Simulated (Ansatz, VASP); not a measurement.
## One calculation of KBr, two programs

INCAR

```
ALGO = Normal ; EDIFF = 1E-8
ENCUT = 520 ; GGA = PE
ISIF = 2 ; ISMEAR = -1
LASPH = T ; LCHARG = F
LEFG = T ; LREAL = F
LWAVE = F ; NBANDS = 15
NELM = 100 ; PREC = Accurate
SIGMA = 0.01
```

File KPOINTS:

```
k-points
0
Gamma
  7 7 7
```

POSCAR

```
KBr
1.0
   -0.0329250000      3.2760375000      3.2760375000
    3.2760375000     -0.0329250000      3.2760375000
    3.2760375000      3.2760375000     -0.0329250000
K Br
1 1
Direct
    0.0000000000      0.0000000000      0.0000000000
    0.5000000000      0.5000000000      0.5000000000
```

Input for Ansatz:

```yaml
crystal:
  lattice:
    - [-0.032925, 3.2760375, 3.2760375]
    - [3.2760375, -0.032925, 3.2760375]
    - [3.2760375, 3.2760375, -0.032925]
  atoms:
    - { symbol: K, position: [0.0, 0.0, 0.0] }
    - { symbol: Br, position: [0.5, 0.5, 0.5] }
kpoints:
  mp_grid: { grid: [7, 7, 7] }
scf:
  occupations: { method: fermi_dirac, width: 0.01 }
hamiltonian:
  xc: pbe
  pseudopotentials: { kind: all_electron, datasets: crystal }
output:
  forces: true
  stress: true
  eigenvalues: true
  efg: { contact_densities: true }
```

Change from the starting cell: equal xy, yz and zx shear strains of -1 %, crystal datasets.

Alike in both runs: task electric field gradients; functional PBE; k mesh 7 × 7 × 7; occupations fermi-dirac, width 0.01 eV; no spin polarisation.

|  | VASP | Ansatz |
| --- | --- | --- |
| version | VASP 6.6.1 | Ansatz 0.2.0 |
| potentials or method | VASP PAW PBE potentials, release 64 (K_sv, Br) | all-electron PAW with datasets made for the crystal, scalar-relativistic |
| plane-wave cutoff (eV) | 520 | see its input |

VASP gave:

- gap on the k mesh at the Fermi level (eV): 4.43
- pressure (GPa): 0.9
- Vzz of the field gradient on the site that differs most (V/Å²): -3.0

Question: Estimate Ansatz's values.

Answer: gap on the k mesh at the Fermi level (eV): 4.43; pressure (GPa): 0.8; Vzz of the field gradient on the site that differs most (V/Å²): -3.1.

Ansatz ran all-electron here, so the differences hold the error of VASP's frozen core and of both bases.
